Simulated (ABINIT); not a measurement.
HfN: band structure with r2SCAN

HfN:

```xyz
4
Lattice="3.1339 0.0000 0.0000 -1.5670 2.7140 0.0000 0.0000 0.0000 5.4168" Properties=species:S:1:pos:R:3 pbc="T T T"
Hf    0.0000    1.8094    1.3542
Hf    1.5670    0.9047    4.0626
N     0.0000    0.0000    2.7084
N     0.0000    0.0000    0.0000
```

The cell comes from a database or a generator and needn't be the stable form of this composition.

```json
{
 "Program": "ABINIT 10.8.3 (patched build)",
 "Task": "band structure",
 "Functional": "r2SCAN",
 "Potentials or basis": "JTH PAW PBE v2.0",
 "Cutoff": "844 eV",
 "k mesh": "10 × 10 × 5",
 "Occupations": "fermi-dirac, width 0.05 eV",
 "Spin": "no spin polarisation",
 "Fine-grid cutoff": "1442.2 eV"
}
```

```json
{
 "Pressure": "2.3 GPa",
 "Band gap on the k mesh": "none (metal or under the smearing width)",
 "Valence electrons inside the program's atomic spheres": "Hf 9.64; N 2.60"
}
```

Stress tensor (GPa, compression positive):
```
2.33 0.00 0.00
0.00 2.33 0.00
0.00 0.00 2.16
```

Levels at the corners of the path, in eV from the Fermi level:
```
point  band 15  band 16  band 17  band 18  band 19  band 20
    Γ    -3.97    -2.06    -0.54     0.79     0.79     1.14
    M    -3.65    -2.94    -2.78     2.42     2.86     4.59
    K    -6.27    -3.64     0.03     0.03     4.39     4.39
    Γ    -3.97    -2.06    -0.54     0.79     0.79     1.14
    A    -4.75    -4.75     1.90     1.90     3.00     3.00
    L    -4.86    -4.86    -0.39    -0.39     4.87     4.87
    H    -4.79    -4.79     0.43     0.43     3.14     3.14
    A    -4.75    -4.75     1.90     1.90     3.00     3.00
```

It took 2.6 min on 4 MPI ranks on Arm Neoverse V2, with other jobs on the host, peak memory 0.6 GiB a rank.

Caveat: the PAW data sets were made with another functional, which shifts forces and pressure a little; spin-orbit coupling is left out, which moves the levels of the heavy elements.
